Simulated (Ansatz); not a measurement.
# Si63C (C on a Si site in silicon, 64-site cell): the cost of one run

Computed with Ansatz 0.2.0 (DFT LDA, scalar-relativistic, plane waves, PAW, unless a step's input says otherwise).

### Step 1. The starting structure

The structure is cubic, space group P-43m (No. 215). Conventional cell: a = 10.862 Å, b = 10.862 Å, c = 10.862 Å, α = 90.00°, β = 90.00°, γ = 90.00°. C (site symmetry -43m) is surrounded by 4 Si at 2.35 Å. Around Si (site symmetry 3m) lie 1 C at 2.35 Å and 3 Si at 2.35 Å. Around Si (site symmetry m) lie 4 Si at 2.35 Å. Si (site symmetry -42m) has 4 Si at 2.35 Å in its first shell of neighbours. Si (site symmetry 3m) has 4 Si at 2.35 Å in its first shell of neighbours. Only part of the 10 independent sites is listed.

Structure file:

```xyz
64
Lattice="10.8620 0.0000 0.0000 0.0000 10.8620 0.0000 0.0000 0.0000 10.8620" Properties=species:S:1:pos:R:3 pbc="T T T"
C     0.0000    0.0000    0.0000
Si    1.3578    1.3578    1.3578
Si    1.3578    9.5043    9.5043
Si    9.5043    1.3578    9.5043
Si    9.5043    9.5043    1.3578
Si    0.0000    2.7155    2.7155
Si    0.0000    2.7155    8.1465
Si    0.0000    8.1465    2.7155
Si    0.0000    8.1465    8.1465
Si    2.7155    0.0000    2.7155
Si    2.7155    0.0000    8.1465
Si    8.1465    0.0000    2.7155
Si    8.1465    0.0000    8.1465
Si    2.7155    2.7155    0.0000
Si    2.7155    8.1465    0.0000
Si    8.1465    2.7155    0.0000
Si    8.1465    8.1465    0.0000
Si    1.3578    1.3578    6.7888
Si    1.3578    6.7888    1.3578
Si    6.7888    1.3578    1.3578
Si    1.3578    4.0732    9.5043
Si    1.3578    9.5043    4.0732
Si    6.7888    9.5043    9.5043
Si    4.0732    1.3578    9.5043
Si    9.5043    1.3578    4.0732
Si    9.5043    6.7888    9.5043
Si    4.0732    9.5043    1.3578
Si    9.5043    4.0732    1.3578
Si    9.5043    9.5043    6.7888
Si    0.0000    0.0000    5.4310
Si    0.0000    5.4310    0.0000
Si    5.4310    0.0000    0.0000
Si    1.3578    6.7888    6.7888
Si    6.7888    1.3578    6.7888
Si    6.7888    6.7888    1.3578
Si    1.3578    4.0732    4.0732
Si    6.7888    4.0732    9.5043
Si    6.7888    9.5043    4.0732
Si    4.0732    1.3578    4.0732
Si    4.0732    6.7888    9.5043
Si    9.5043    6.7888    4.0732
Si    4.0732    4.0732    1.3578
Si    4.0732    9.5043    6.7888
Si    9.5043    4.0732    6.7888
Si    5.4310    2.7155    2.7155
Si    5.4310    2.7155    8.1465
Si    5.4310    8.1465    2.7155
Si    5.4310    8.1465    8.1465
Si    2.7155    5.4310    2.7155
Si    2.7155    5.4310    8.1465
Si    8.1465    5.4310    2.7155
Si    8.1465    5.4310    8.1465
Si    2.7155    2.7155    5.4310
Si    2.7155    8.1465    5.4310
Si    8.1465    2.7155    5.4310
Si    8.1465    8.1465    5.4310
Si    6.7888    6.7888    6.7888
Si    6.7888    4.0732    4.0732
Si    4.0732    6.7888    4.0732
Si    4.0732    4.0732    6.7888
Si    0.0000    5.4310    5.4310
Si    5.4310    0.0000    5.4310
Si    5.4310    5.4310    0.0000
Si    5.4310    5.4310    5.4310
```

### Step 2. Relaxing the atoms: Si63C defect cell, no spin

The input, input.yaml:

```yaml
crystal:
  lattice:
    - [10.862, 0.0, 0.0]
    - [0.0, 10.862, 0.0]
    - [0.0, 0.0, 10.862]
  atoms:
    - { symbol: C, position: [0.0, 0.0, 0.0] }
    - { symbol: Si, position: [0.125, 0.125, 0.125] }
    - { symbol: Si, position: [0.125, 0.875, 0.875] }
    - { symbol: Si, position: [0.875, 0.125, 0.875] }
    - { symbol: Si, position: [0.875, 0.875, 0.125] }
    - { symbol: Si, position: [0.0, 0.25, 0.25] }
    - { symbol: Si, position: [0.0, 0.25, 0.75] }
    - { symbol: Si, position: [0.0, 0.75, 0.25] }
    - { symbol: Si, position: [0.0, 0.75, 0.75] }
    - { symbol: Si, position: [0.25, 0.0, 0.25] }
    - { symbol: Si, position: [0.25, 0.0, 0.75] }
    - { symbol: Si, position: [0.75, 0.0, 0.25] }
    - { symbol: Si, position: [0.75, 0.0, 0.75] }
    - { symbol: Si, position: [0.25, 0.25, 0.0] }
    - { symbol: Si, position: [0.25, 0.75, 0.0] }
    - { symbol: Si, position: [0.75, 0.25, 0.0] }
    - { symbol: Si, position: [0.75, 0.75, 0.0] }
    - { symbol: Si, position: [0.125, 0.125, 0.625] }
    - { symbol: Si, position: [0.125, 0.625, 0.125] }
    - { symbol: Si, position: [0.625, 0.125, 0.125] }
    - { symbol: Si, position: [0.125, 0.375, 0.875] }
    - { symbol: Si, position: [0.125, 0.875, 0.375] }
    - { symbol: Si, position: [0.625, 0.875, 0.875] }
    - { symbol: Si, position: [0.375, 0.125, 0.875] }
    - { symbol: Si, position: [0.875, 0.125, 0.375] }
    - { symbol: Si, position: [0.875, 0.625, 0.875] }
    - { symbol: Si, position: [0.375, 0.875, 0.125] }
    - { symbol: Si, position: [0.875, 0.375, 0.125] }
    - { symbol: Si, position: [0.875, 0.875, 0.625] }
    - { symbol: Si, position: [0.0, 0.0, 0.5] }
    - { symbol: Si, position: [0.0, 0.5, 0.0] }
    - { symbol: Si, position: [0.5, 0.0, 0.0] }
    - { symbol: Si, position: [0.125, 0.625, 0.625] }
    - { symbol: Si, position: [0.625, 0.125, 0.625] }
    - { symbol: Si, position: [0.625, 0.625, 0.125] }
    - { symbol: Si, position: [0.125, 0.375, 0.375] }
    - { symbol: Si, position: [0.625, 0.375, 0.875] }
    - { symbol: Si, position: [0.625, 0.875, 0.375] }
    - { symbol: Si, position: [0.375, 0.125, 0.375] }
    - { symbol: Si, position: [0.375, 0.625, 0.875] }
    - { symbol: Si, position: [0.875, 0.625, 0.375] }
    - { symbol: Si, position: [0.375, 0.375, 0.125] }
    - { symbol: Si, position: [0.375, 0.875, 0.625] }
    - { symbol: Si, position: [0.875, 0.375, 0.625] }
    - { symbol: Si, position: [0.5, 0.25, 0.25] }
    - { symbol: Si, position: [0.5, 0.25, 0.75] }
    - { symbol: Si, position: [0.5, 0.75, 0.25] }
    - { symbol: Si, position: [0.5, 0.75, 0.75] }
    - { symbol: Si, position: [0.25, 0.5, 0.25] }
    - { symbol: Si, position: [0.25, 0.5, 0.75] }
    - { symbol: Si, position: [0.75, 0.5, 0.25] }
    - { symbol: Si, position: [0.75, 0.5, 0.75] }
    - { symbol: Si, position: [0.25, 0.25, 0.5] }
    - { symbol: Si, position: [0.25, 0.75, 0.5] }
    - { symbol: Si, position: [0.75, 0.25, 0.5] }
    - { symbol: Si, position: [0.75, 0.75, 0.5] }
    - { symbol: Si, position: [0.625, 0.625, 0.625] }
    - { symbol: Si, position: [0.625, 0.375, 0.375] }
    - { symbol: Si, position: [0.375, 0.625, 0.375] }
    - { symbol: Si, position: [0.375, 0.375, 0.625] }
    - { symbol: Si, position: [0.0, 0.5, 0.5] }
    - { symbol: Si, position: [0.5, 0.0, 0.5] }
    - { symbol: Si, position: [0.5, 0.5, 0.0] }
    - { symbol: Si, position: [0.5, 0.5, 0.5] }
scf:
  occupations: { method: fixed }
output:
  forces: true
  stress: false
  eigenvalues: true
kpoints:
  mp_grid: { grid: [2, 2, 2], shift: [0.5, 0.5, 0.5] }
hamiltonian:
  xc: lda
relax:
  f_tol: 0.004
  max_steps: 60
```

Command:

```console
ansatz run input.yaml --threads 8 --pin off --max-ram 18432MiB --backend cpu --events-out ev --progress --plain --runs-dir out
```

What time and memory should one allow on 8 threads of Intel Xeon Platinum 8259CL at 2.50GHz (Skylake/Cascade Lake), shared host?

About 56 s, with a peak of 1.6 GiB.
